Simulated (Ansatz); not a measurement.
InP under changes of volume

One of the cells (21.227 Å³/atom); the others are scaled copies at fixed shape and fractional positions:

```
In P
1.0
     0.00000    2.76883    2.76883
     2.76883    0.00000    2.76883
     2.76883    2.76883    0.00000
In P
1 1
Direct
  0.00000 0.00000 0.00000
  0.50000 0.50000 0.50000
```

Measurements of this composition are mostly on another form, of space group No. 216.

* Program: Ansatz 0.2.0
* Functional: PBEsol
* Potentials or basis: all-electron LAPW, scalar-relativistic
* Cutoff: 195 eV (chosen from the basis error)
* Basis error allowed: 0.001 eV/atom
* k mesh: 8 × 8 × 8
* Occupations: fermi-dirac, width 0.05 eV
* Spin: no spin polarisation

| volume (Å³/atom) | energy over the lowest point (meV/atom) | pressure (GPa) |
| --- | --- | --- |
| 19.953 | ? | ? |
| 20.378 | 0.00 | -0.3 |
| 20.803 | 3.05 | -1.9 |
| 21.227 | 10.17 | -3.4 |
| 21.652 | 20.87 | -4.6 |
| 22.076 | 34.75 | -5.7 |
| 22.501 | 51.33 | -6.7 |

Q: What does the run at 19.953 Å³/atom give?

A: Energy over the lowest point 1.53 meV/atom; pressure 1.6 GPa.

Worked out: A Birch-Murnaghan fit of order 3 (a polynomial in V^(-2/3)) to the other rows has its minimum at 20.31 Å³/atom, just outside them, with B0 = V·E''(V) = 86 GPa and B' = 5.3. It gives 1.65 meV/atom at 19.953 Å³/atom, against the run's 1.53, and -dE/dV = 1.6 GPa, against 1.6.

Energies are extrapolated to zero smearing.
